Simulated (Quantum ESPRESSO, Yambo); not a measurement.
# A GW chain in Yambo: P (puckered monolayer), part 2 of 2

Aim: the G0W0 gap of P (puckered monolayer) on PBE, step by step.

Quantum ESPRESSO 7.5 and Yambo 5.3.0; PBE and many-body steps on it, plane waves. Known limits of the many-body steps: not at the basis limit.

So far. Step 3 (Bands along the symmetry lines): The gap is 0.908 eV, as in the run before at this level. Step 4 (Empty states on the mesh, 6×8×1 mesh, 425 bands): On this mesh the gap is 0.908 eV.

### Step 5. Conversion and set-up

This step: Yambo 5.3.0; conversion and set-up on PBE, plane waves, norm-conserving pseudopotentials.

The states are converted to the many-body program's format and the q mesh is built.

The run is started by

```bash
> (cd o/x.save; p2y > p2y.log; mv SAVE ../..); yambo > setup.log
```

What it wrote:

```text
 Yambo, version 5.3.0

 [02] CORE Variables Setup
 =========================

  [02.01] Unit cells
  ==================

  Cell kind             :  Unknown
  Atoms in the cell     :  P
  number of P  atoms    :   4

  List of atomic masses
  Mass of P     :  30.97400

  List of atomic coordinates    : [cc]
  P1       :   0.77621   0.00000  15.21932  order 1
  P2       :   3.59583   3.12216  15.21932  order 2
  P3       :   5.14824   3.12216  11.23685  order 3
  P4       :   7.96786   0.00000  11.23685  order 4

  Alat factors          :   8.74407   6.24432  26.45617 [a.u.]
  Direct lattice volume :   1444.53    [a.u.]
  Direct lattice vectors:  A[ 1 ]  A[ 2 ]  A[ 3 ]
   A[ 1 ]:  1.000000  0.000000  0.000000  [iru]
   8.744065  0.000000  0.000000  [cc]
   A[ 2 ]:  0.000000  1.000000  0.000000  [iru]
   0.000000  6.244319  0.000000  [cc]
   A[ 3 ]:  0.000000  0.000000  1.000000  [iru]
    0.00000   0.00000  26.45617  [cc]

  Recip. lattice volume :  0.171717 [a.u.]
  Recip. lattice vectors:  B[ 1 ]  B[ 2 ]  B[ 3 ]
   B[ 1 ]:  1.000000  0.000000  0.000000  [iku]
   0.718566  0.000000  0.000000  [cc]
   B[ 2 ]:  0.000000  1.000000  0.000000  [iku]
   0.000000  1.006224  0.000000  [cc]
   B[ 3 ]:  0.000000  0.000000  1.000000  [iku]
   0.000000  0.000000  0.237494  [cc]

  [02.02] Symmetries
  ==================

  Inversion symmetry    : yes
  Spatial inversion     : yes
  Inversion index       :  3
  K-space Time-reversal : no
  Magnetic symmetries   : no
  Group table correct   : yes
  Symmetries units      :  [cc]

   [S 1]:  1.000000  0.000000  0.000000  0.000000  1.000000  0.000000  0.000000  0.000000  1.000000
   [S 2]: -1.000000  0.000000  0.000000  0.000000  1.000000  0.000000  0.000000  0.000000 -1.000000
   [S 3]: -1.000000  0.000000  0.000000  0.000000 -1.000000  0.000000  0.000000  0.000000 -1.000000
   [S 4]:  1.000000  0.000000  0.000000  0.000000 -1.000000  0.000000  0.000000  0.000000  1.000000

  [02.03] Reciprocal space
  ========================

  nG shells         :   5854
  nG charge         :   42135
  nG WFs            :   6937
  nC WFs            :   5320
  G-vecs. in first 80 shells:  [ Number ]
    1   3   5   7   9  13  17  19  21
    25   29   33   35   39   43   47   55   63
    67   71   73   81   83   87   91   95  103
[...]
331   339   347   355   363   367   371   379
  ...
  Shell energy in first 80 shells:  [ mHa ]
[...]
2311.34      2323.52      2351.72      2395.95      2414.56      2436.32      2476.20      2536.96      2542.51
    2554.18      2569.32      2577.33      2730.02      2734.37      2774.74      2790.58      2820.17      2829.76
    2837.58      2857.96      2920.80      2942.57      2988.19      3028.56      3040.24      3048.75
  ...

  [02.04] K-grid lattice
  ======================

  Compatible Grid is   : 2D
  Base K vectors       :  K_min[ 1 ]  K_min[ 2 ]  K_min[ 3 ]
[...]
K [14]         [rlu]:  0.333333  0.375000  0.000000
         WF components:   5279
  [... 5 further k-points ...]
  K [20]         [rlu]: -0.500000 -0.500000  0.000000
         WF components:   5268

  [02.05] Energies & Occupations
  ==============================

  [X] === General ===
  [X] Electronic Temperature                        :  0.000000  0.000000 [eV K]
  [X] Bosonic    Temperature                        :  0.000000  0.000000 [eV K]
  [X] Finite Temperature mode                       : no
  [X] El. density                                   :  0.93433E+23 [cm-3]
  [X] Fermi Level                                   : -0.738122 [eV]

  [X] === Gaps and Widths ===
  [X] Conduction Band Min                           :  0.907578 [eV]
  [X] Valence Band Max                              :  0.000000 [eV]
  [X] Filled Bands                                  :  10
  [X] Empty Bands                                   :    11   425
  [X] Direct Gap                                    :  0.907578 [eV]
  [X] Direct Gap localized at k                     :  1
  [X] Indirect Gap                                  :  0.907578 [eV]
  [X] Indirect Gap between kpts                     :  1  1
  [X] Last valence band width                       :  1.926594 [eV]
  [X] 1st conduction band width                     :  1.900290 [eV]

  E @ K [ 1]:  [eV]
  -14.92202 -12.46547  -9.16657  -5.63256  -4.71094  -4.46390  -3.30183  -1.72536
[...]
occ @ K [ 1]
[...]
E @ K [ 2]:  [eV]
[...]
occ @ K [ 2]
[...]
E @ K [ 3]:  [eV]
[...]
occ @ K [ 3]
[...]
E @ K [ 8]:  [eV]
[...]
occ @ K [ 8]
[...]
E @ K [ 9]:  [eV]
[...]
occ @ K [ 9]
[...]
E @ K [10]:  [eV]
[...]
occ @ K [10]
[...]
E @ K [11]:  [eV]
[...]
occ @ K [11]
[...]
E @ K [12]:  [eV]
[...]
occ @ K [12]
[...]
E @ K [13]:  [eV]
[...]
occ @ K [13]
[...]
E @ K [14]:  [eV]
[...]
occ @ K [14]
[...]
[... 5 further k-points ...]
  E @ K [20]:  [eV]
[...]
occ @ K [20]
[...]
2.000000  2.000000  0.000000  0.000000  0.000000  0.000000  0.000000  0.000000
   0.000000  0.000000  0.000000  0.000000  0.000000  0.000000  0.000000  0.000000

 [03] Transferred momenta grid and indexing
 ==========================================

 IBZ Q-points                                      :  20
 BZ  Q-points                                      :   48

 K/Q-points units:
 rlu = crystal or reduced units; cc = cartesian coordinates; iku = interal k-units

 Q [ 1]         [rlu]:  0.000000  0.000000  0.000000
 Q [ 2]         [rlu]:  0.000000  0.125000  0.000000
 Q [ 3]         [rlu]:  0.000000  0.250000  0.000000
[...]
Q [ 8]         [rlu]:  0.166667  0.250000  0.000000
 Q [ 9]         [rlu]:  0.166667  0.375000  0.000000
 Q [10]         [rlu]:  0.166667 -0.500000  0.000000
     [... 8 further rows ...]
 Q [19]         [rlu]: -0.500000  0.375000  0.000000
 Q [20]         [rlu]: -0.500000 -0.500000  0.000000

  [03.01] X indexes
  =================

   [03.01.01] Sigma indexes
   ========================

 [06] Game Over & Game summary
```

The job ended after 2.5 s (1 MPI rank of Arm Neoverse V1, shared host; peak memory 0.25 GiB).

### Step 6. Screening and self-energy, 6×8×1 mesh, 202 bands, screening to 142.9 eV

Now the one-shot GW correction: screening in the RPA, then the self-energy of the levels asked for.

This step: G0W0 on PBE, plane waves, norm-conserving pseudopotentials.

The input, gw2.in:

```
HF_and_locXC
gw0
dyson
ppa
em1d
rim_cut
rim_w
RandQpts= 3000000
RandGvec= 100 RL
CUTGeo= "slab z"
RandGvecW= 9 RL
EXXRLvcs= 36 Ry
VXCRLvcs= 144 Ry
Chimod= "HARTREE"
% BndsRnXp
 1 | 202 |
%
NGsBlkXp= 10.5 Ry
% LongDrXp
 1 | 1 | 0 |
%
% GbndRnge
 1 | 202 |
%
DysSolver= "n"
ExtendOut
PPAPntXp= 27.21138 eV
% QPkrange
 1 | 1 | 9 | 12 |
%
```

The run is started by

```bash
> OMP_NUM_THREADS=1 mpirun -n 8 yambo -F gw2.in -J gw2 -C gw2 > gw2.log
```

What it wrote:

```text
 Yambo, version 5.3.0

 [02] CORE Variables Setup
 =========================

  [... cell, symmetries and grids as in the set-up ...]

  [02.05] Energies & Occupations
  ==============================

  [X] === General ===
  [X] Electronic Temperature                        :  0.000000  0.000000 [eV K]
  [X] Bosonic    Temperature                        :  0.000000  0.000000 [eV K]
  [X] Finite Temperature mode                       : no
  [X] El. density                                   :  0.93433E+23 [cm-3]
  [X] Fermi Level                                   : -0.738122 [eV]

  [X] === Gaps and Widths ===
  [X] Conduction Band Min                           :  0.907578 [eV]
  [X] Valence Band Max                              :  0.000000 [eV]
  [X] Filled Bands                                  :  10
  [X] Empty Bands                                   :    11   425
  [X] Direct Gap                                    :  0.907578 [eV]
  [X] Direct Gap localized at k                     :  1
  [X] Indirect Gap                                  :  0.907578 [eV]
  [X] Indirect Gap between kpts                     :  1  1
  [X] Last valence band width                       :  1.926594 [eV]
  [X] 1st conduction band width                     :  1.900290 [eV]

 [03] Transferred momenta grid and indexing
 ==========================================

 IBZ Q-points                                      :  20
 BZ  Q-points                                      :   48

 K/Q-points units:
 rlu = crystal or reduced units; cc = cartesian coordinates; iku = interal k-units

 Q [ 1]         [rlu]:  0.000000  0.000000  0.000000
 Q [ 2]         [rlu]:  0.000000  0.125000  0.000000
 Q [ 3]         [rlu]:  0.000000  0.250000  0.000000
 Q [ 4]         [rlu]:  0.000000  0.375000  0.000000
 Q [ 5]         [rlu]:  0.000000 -0.500000  0.000000
 Q [ 6]         [rlu]:  0.166667  0.000000  0.000000
 Q [ 7]         [rlu]:  0.166667  0.125000  0.000000
 Q [ 8]         [rlu]:  0.166667  0.250000  0.000000
 Q [ 9]         [rlu]:  0.166667  0.375000  0.000000
 Q [10]         [rlu]:  0.166667 -0.500000  0.000000
     [... 8 further rows ...]
 Q [19]         [rlu]: -0.500000  0.375000  0.000000
 Q [20]         [rlu]: -0.500000 -0.500000  0.000000

 [04] Coloumb potential Random Integration (RIM)
 ===============================================

 Performing RIM of v_slab

  [04.01] RIM initialization
  ==========================

  * Diagonal components only detected *

  8 x (sBL volume)        :  0.028620 [a.u.]
  sBZ random points       :  3000000
  Points outside the sBZ  :  24001885
  RL volume               :  0.171717 [a.u.]
  Integrated volume       :  0.171704 [a.u.]

  [04.02] RIM integrals
  =====================

  Gamma point sphere radius             :  0.030967 [a.u.]
  Points outside the sphere             :  2398759
  [Int_sBZ(q=0) 1/q^2]*(Vol_sBZ)^(-1/3) =:  7.196484
                                 should be <:  7.795600

  Summary of Coulomb integrals for non-metallic bands |Q|[au] RIM/Bare

  Q [1] 0.100000E-4 0.923147 * Q [6] 0.119761 0.853887
  Q [2] 0.125778 0.886630 * Q [7] 0.173674 0.958504
  Q [11] 0.239522 0.986832 * Q [3] 0.251556 0.998334
  Q [12] 0.270538 0.999545 * Q [8] 0.278609 1.004599
  Q [13] 0.347349 1.009789 * Q [16] 0.359283 1.007172
  Q [4] 0.377334 1.011366 * Q [17] 0.380663 1.008523
  Q [9] 0.395883 1.011299 * Q [18] 0.438594 1.009436
  Q [14] 0.446936 1.010312 * Q [5] 0.503112 1.009160
  Q [10] 0.517170 1.008788 * Q [19] 0.521023 1.008359
  Q [15] 0.557219 1.007754 * Q [20] 0.618228 1.006359
  Non-periodic chartesian directions : none
  Optical renormalization            :  26.45617 [au]
  Polarizability dimension           : length

 [05] Coloumb potential CutOffslab
 =================================

 Cut directionsZ
 Slab Cutoff:Z
 Symmetry test passed : yes

 [06] Dipoles
 ============

  [06.01] Setup: observables and procedures
  =========================================

  [WARNING] [x,Vnl] slows the Dipoles computation. To neglect it rename the ns.kb_pp file

 [07] Dynamic Dielectric Matrix (PPA)
 ====================================

 [SLK-Inversion]  Pools        :  2
 [SLK-Inversion]  BLACS grid   :  2  2

 [WR./gw2//ndb.pp]---------------------------------------------------------------
  Brillouin Zone Q/K grids (IBZ/BZ)                :   20   48   20   48
  RL vectors                                       :   6937 [WF]
  Coulomb cutoff potential                         : slab z
  Electronic Temperature                           :  0.000000 [K]
  Bosonic    Temperature                           :  0.000000 [K]
  PPA    diel. fun.  energies                      : Perdew, Burke & Ernzerhof(X)+Perdew, Burke & Ernzerhof(C)
  wavefunctions                                    : Perdew, Burke & Ernzerhof(X)+Perdew, Burke & Ernzerhof(C)
  Global Gauge                                     : length
  X matrix size                                    :   781
  X band range                                     :    1  202
  X e/h energy range                               : -1.000000 -1.000000 [eV]
  X Time ordering                                  : R
  X Hxc Kernel                                     : HARTREE
  X Drude frequency                                :  0.000000  0.000000
  X poles                                          :  100.0000 [o/o]
  RL vectors in the sum                            :   6937
  [r,Vnl] included                                 : yes
  Field direction                                  :  0.707107E-5  0.707107E-5   0.00000
  BZ energy Double Grid                            : no
  BZ energy DbGd points                            : 0
  BZ Q point size factor                           : -1.000000
  X Optical Averaged directions                    : none

 [08] Local Exchange-Correlation + Non-Local Fock
 ================================================

 [VXC] Plane waves :   42135
 [EXS] Plane waves :   5277

 QP @ state[ 1 ] K range:  1  1
 QP @ state[ 1 ] b range:   9  12

 [xc] Functional : Perdew, Burke & Ernzerhof(X)+Perdew, Burke & Ernzerhof(C)
 [xc] LIBXC used to calculate xc functional
  PP Number of Atomic Species                      :  1
  NLCC RL compoments                               :   42135
  PP Number of Atomic Species                      :  1
  NLCC RL compoments                               :   42135

 [xc] E_xc :  -6.688395 [Ha]
      E_xc :  -13.37679 [Ry]

  Local XC kind (lXC) : Perdew, Burke & Ernzerhof(X)+Perdew, Burke & Ernzerhof(C)
  Non-Local XC kind (nlXC) : Hartree-Fock

  Corrections @ K [1] :  [eV]
 <9|nlXC|9> = -13.08593 -0.10102E-16 <9|lXC|9> = -10.56745 -0.19022E-26
 <10|nlXC|10> = -13.17088  0.17349E-16 <10|lXC|10> = -11.64676 -0.37763E-15
 <11|nlXC|11> = -6.501177  0.27077E-17 <11|lXC|11> = -9.949237 -0.25158E-27
 <12|nlXC|12> = -6.563205  0.17507E-18 <12|lXC|12> = -10.94408  0.14161E-15

 [09] Dyson equation: Newton solver
 ==================================

  [09.01] RIM-W interpolation
  ===========================

  [WARNING] RIM-W works only for 2D semiconductors with slab cutoff
  Found compatible q grid: 2D
  q_min[ 1 ]:  0.166667  0.000000  0.000000 [rlu]
   0.166667  0.000000  0.000000 [iku]
  q_min[ 2 ]:  0.000000  0.125000  0.000000 [rlu]
   0.000000  0.125000  0.000000 [iku]
  G-vectors :   9
  G-vectors loaded:   83
  Number of interpolated frequencies:  2

  Evaluating coefficients q = 0
  Evaluating coefficients q = 0

  [09.02] RIM-W integrals
  =======================

  8 x (sBL volume)        :  0.028620 [a.u.]
  sBZ random points       :  3000000
  Points outside the sBZ  :  24001885
  RL volume               :  0.171717 [a.u.]
  Integrated volume       :  0.171704 [a.u.]

  [09.03] RIM integrals
  =====================

  Comparison between head Wc = W - v averages: < Wc > [au] RIM-W/RIM

   < -Wc [Q = 1] > 0.289493E-1 0.412117E-4 * < -Wc [Q = 2] > 0.006018 0.005919
   < -Wc [Q = 3] > 0.001367 0.001349 * < -Wc [Q = 4] > 0.507035E-3 0.502758E-3
   < -Wc [Q = 5] > 0.240502E-3 0.239189E-3 * < -Wc [Q = 6] > 0.006592 0.006529
   < -Wc [Q = 7] > 0.003225 0.003126 * < -Wc [Q = 8] > 0.001067 0.001050
   < -Wc [Q = 9] > 0.443193E-3 0.439113E-3 * < -Wc [Q = 10] > 0.220890E-3 0.219635E-3
   < -Wc [Q = 11] > 0.001540 0.001521 * < -Wc [Q = 12] > 0.001152 0.001134
   < -Wc [Q = 13] > 0.609284E-3 0.600473E-3 * < -Wc [Q = 14] > 0.313916E-3 0.310499E-3
   < -Wc [Q = 15] > 0.175162E-3 0.174000E-3 * < -Wc [Q = 16] > 0.574226E-3 0.569377E-3
   < -Wc [Q = 17] > 0.492579E-3 0.488307E-3 * < -Wc [Q = 18] > 0.333651E-3 0.330566E-3
   < -Wc [Q = 19] > 0.205722E-3 0.203766E-3 * < -Wc [Q = 20] > 0.127954E-3 0.126957E-3

  Comparison between head Wc = W - v averages: < Wc > [au] RIM-W/RIM

   < -Wc [G = 1,G`=0] > 0.289493E-1 0.412117E-4 * < -Wc [G = 2,G`=0] >-0.872532E-3  0.00000
   < -Wc [G = 3,G`=0] >-0.872532E-3  0.00000 * < -Wc [G = 4,G`=0] >-0.363728E-5  0.00000
   < -Wc [G = 5,G`=0] >-0.363728E-5  0.00000 * < -Wc [G = 6,G`=0] > 0.711383E-4  0.00000
   < -Wc [G = 7,G`=0] > 0.711383E-4  0.00000 * < -Wc [G = 8,G`=0] >-0.42004E-11  0.0000
   < -Wc [G = 9,G`=0] >-0.42694E-11  0.0000

 [10] G0W0 (W PPA)
 =================

 [  GW  ] Bands range     :    1  202
 [GW/PPA] G damping       :  0.100000 [eV]

 QP @ state[ 1 ] K range:  1  1
 QP @ state[ 1 ] b range:   9  12

  Sc/G bands                                       :    1  202
  Sc/G damping                                     :  0.100000 ev
  Sc bands terminator                              : no
  Sx RL components                                 :   5277

  QP @ state[ 1 ] K range                          :  1  1
  QP @ state[ 1 ] b range                          :   9  12
  GF energies kind                                 : Perdew, Burke & Ernzerhof(X)+Perdew, Burke & Ernzerhof(C)
  GF WF`s kind                                     : Perdew, Burke & Ernzerhof(X)+Perdew, Burke & Ernzerhof(C)
  Xs energies kind                                 : Perdew, Burke & Ernzerhof(X)+Perdew, Burke & Ernzerhof(C)
  Xs WF`s kind                                     : Perdew, Burke & Ernzerhof(X)+Perdew, Burke & Ernzerhof(C)

 [14] Game Over & Game summary
```

Run time: 13 min. Hardware: 8 MPI ranks; peak memory 6.1 GiB.

This step gave:

```yaml
g0w0_gap_on_the_points_computed: 2.016 eV
starting_gap_on_the_mesh: 0.9076 eV
k_of_the_valence_top: 0, 0, 0
k_of_the_conduction_bottom: 0, 0, 0
least_direct_g0w0_gap_on_the_computed_points: 2.016 eV
z_at_the_valence_top: 0.7340
z_at_the_conduction_bottom: 0.7454
```

The gap on the mesh goes from 0.91 eV to 2.02 eV, a correction of +1.11 eV.

Limits: finite bands, cutoff and mesh. v1 is the top filled band, c1 the lowest empty one. Levels before and after the correction, in eV, zero at the valence-band top of each column:

|  | conduction bottom | valence top |
| --- | --- | --- |
| Kohn-Sham | 0.91 | 0.00 |
| G0W0 | 2.02 | 0.00 |

|  | level | energy (eV) |
| --- | --- | --- |
| Kohn-Sham | Γ v2 | -1.638 |
| Kohn-Sham | Γ v1 | 0.000 |
| Kohn-Sham | Γ c1 | 0.908 |
| Kohn-Sham | Γ c2 | 1.643 |
| G0W0 | Γ v2 | -1.807 |
| G0W0 | Γ v1 | 0.000 |
| G0W0 | Γ c1 | 2.016 |
| G0W0 | Γ c2 | 2.922 |

### Step 7. Where the time went

Times are wall times on the hardware named with each run, good to a factor of about two.

| step | time | share | memory (GiB) |
| --- | --- | --- | --- |
| ground state | 7.8 s | 1 % | 0.62 |
| bands along the symmetry lines | 3.7 s | 0 % | 0.5 |
| empty states on the mesh | 2.1 min | 14 % | 1.3 |
| conversion and set-up | 2.5 s | 0 % | 0.25 |
| screening and self-energy | 13 min | 85 % | 6.1 |

### Step 8. Results

```yaml
pbe_gap: 0.91 eV, direct
g0w0_gap_on_the_mesh: 2.02 eV
gw_settings: 6×8×1 mesh, 202 bands, screening to 142.9 eV, Godby-Needs plasmon pole
known_limits: not at the basis limit
```

In words: G0W0 moves the gap on the mesh from 0.91 eV to 2.02 eV (+1.11 eV), with Z of 0.73 and 0.75 at the edges. Only 1 of the mesh's irreducible points was corrected, so a valley elsewhere could overtake. The dearest step here is «screening and self-energy». Against experiment, by G0W0@PBE: the direct gap of 2.02 eV lies +0.32 eV from the measured 1.7 eV (exciton, 77 K, 2020); the gap of 2.02 eV lies −0.18 eV from the measured 2.2 eV (electronic, quoted 2018); the gap of 2.02 eV lies +1.02 eV from the measured 1 eV (transport, quoted 2015); the direct gap of 2.02 eV lies +0.03 eV from the measured 1.991 ± 0.036 eV (exciton, on SiO2/Si, 2016); the direct gap of 2.02 eV lies −0.09 eV from the measured 2.102 ± 0.015 eV (exciton, on Si, 2016). An exciton line or allowed optical edge lies below the quasiparticle gap by the binding energy; a forbidden edge can push the onset above it. The computed sheet is free-standing; a substrate or cover screens it further and lowers both gap and binding, while the exciton line moves little. The calculation has static nuclei and no excitons; a measured gap holds zero-point and thermal motion, which mostly lowers it. Bands and cutoff are finite, so the gap is not at the basis limit. The miss can reach some tenths of an eV and take either sign; the mesh is an error of its own. In the G0W0 run levels were corrected at 1 k point alone, so a gap called «on the mesh» is the least over those, and an edge elsewhere would be missed.

[Paths, hosts, dates, memory and timing lines, banners, echoed tables and standing remarks are left out of the program output.]

[Logs are printed without paths, hosts, clocks, repeated set-up lines and the standing remarks that a program may print on its own settings, such as how far it seeks lower states.]

[Runs of the session that timed out or met a known fault of the program may be left out.]

[Hosts, paths, dates, database ids (printed as entryN), source tags and the programs' standing remarks are cut or masked in the printed files.]
